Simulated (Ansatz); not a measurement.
Here is an Ansatz 0.2.0 calculation.

input.yaml

```yaml
crystal:
  lattice:
    - [3.724, 0.0, 0.0]
    - [-1.862, 3.2250786037, 0.0]
    - [0.0, 0.0, 5.062]
  atoms:
    - { symbol: Pt, position: [0.0, 0.0, 0.0] }
    - { symbol: Se, position: [0.6666666667, 0.3333333333, 0.75] }
    - { symbol: Se, position: [0.3333333333, 0.6666666667, 0.25] }
kpoints:
  mp_grid: { grid: [3, 3, 2] }
scf:
  occupations: { method: fermi_dirac, width: 0.02 }
hamiltonian:
  xc: pbe
  pseudopotentials: { kind: all_electron, lapw: { basis_error: 0.002 } }
output:
  forces: true
  stress: true
  eigenvalues: true
```

Potentials or basis: all-electron LAPW, scalar-relativistic.

Run with:

```bash
$ ansatz run input.yaml --threads 2 --pin off --max-ram 6144MiB --backend cpu --events-out ev --progress --plain --runs-dir out
```

Problem. Estimate the band gap on the k mesh.

Solution. None (metal or under the smearing width).

Problem. What does it give for the largest force?

Solution. 0.472 eV/Å.

Problem. Estimate the pressure.

Solution. 7.1 GPa.

Stress tensor (GPa, compression positive):
```
7.63 0.00 0.00
0.00 7.63 0.00
0.00 0.00 6.03
```

Caveat: the k mesh is coarse (spacing up to 0.65 Å⁻¹), so the values aren't converged. Spin-orbit coupling is left out, which matters for the levels of Pt.
